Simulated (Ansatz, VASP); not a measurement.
**One calculation of PtSe2, two programs**

File INCAR:

```
PREC = Accurate
ENCUT = 520
EDIFF = 1E-7
ISMEAR = 0
SIGMA = 0.15
LREAL = F
LASPH = T
NELM = 100
ALGO = Normal
ISIF = 2
LWAVE = F
LCHARG = F
GGA = PE
IVDW = 12
NBANDS = 18
```

KPOINTS

```
regular mesh
0
Gamma
  12 12 8
```

The input POSCAR:

```
PtSe2
1.0
    4.0543658486      0.0000000000      0.0000000000
   -2.0271829243      3.5111838211      0.0000000000
    0.0000000000      0.0000000000      4.8219239451
Pt Se
1 2
Direct
    0.0000000000      0.0000000000      0.0000000000
    0.3333333333      0.6666666667      0.2655211092
    0.6666666667      0.3333333333      0.7344788908
```

Input for Ansatz:

```yaml
crystal:
  lattice:
    - [4.0543658486, 0.0, 0.0]
    - [-2.0271829243, 3.5111838211, 0.0]
    - [0.0, 0.0, 4.8219239451]
  atoms:
    - { symbol: Pt, position: [0.0, 0.0, 0.0] }
    - { symbol: Se, position: [0.3333333333, 0.6666666667, 0.2655211092] }
    - { symbol: Se, position: [0.6666666667, 0.3333333333, 0.7344788908] }
basis:
  ecutwfc: 420
kpoints:
  mp_grid: { grid: [12, 12, 8] }
hamiltonian:
  xc: pbe
  pseudopotentials: { kind: paw, azcp: { folder: soft_1 } }
  dispersion: d3bj
scf:
  occupations: { method: gaussian, width: 0.15 }
output:
  forces: true
  stress: true
  eigenvalues: true
```

Change from the starting cell: normal strain along x +0.0750, normal strain along y +0.0750.

Alike in both runs: task single point; functional PBE; dispersion D3(BJ); k mesh 12 × 12 × 8; occupations gaussian, width 0.15 eV; no spin polarisation.

|  | VASP | Ansatz |
| --- | --- | --- |
| version | VASP 6.6.1 | Ansatz 0.2.0 |
| potentials or method | VASP PAW PBE potentials, release 64 (Pt, Se) | scalar-relativistic, plane waves, PAW |
| plane-wave cutoff (eV) | 520 | 420 |
| valence electrons in the cell | 22 | 50 |

VASP gave:

```
gap on the k mesh at the Fermi level (eV)       : none
pressure (GPa)                                  : -14.0
largest component of the traceless stress (GPa) : 5.54
rms of the force components (eV/Å)              : 0.452
```

**Question.** Estimate Ansatz's values.

**Answer.** gap on the k mesh at the Fermi level (eV): none; pressure (GPa): -14.0; largest component of the traceless stress (GPa): 5.54; rms of the force components (eV/Å): 0.453.

Atom by atom the forces differ by 0.001 eV/Å (rms over components). A gap of «none» marks a metal or a gap that the smearing closes. The two sets of potentials don't hold the same shells in valence.

Caveats: pairwise dispersion overbinds metals, which lowers pressure and volume. Spin-orbit coupling is left out, which matters for the levels of Pt.
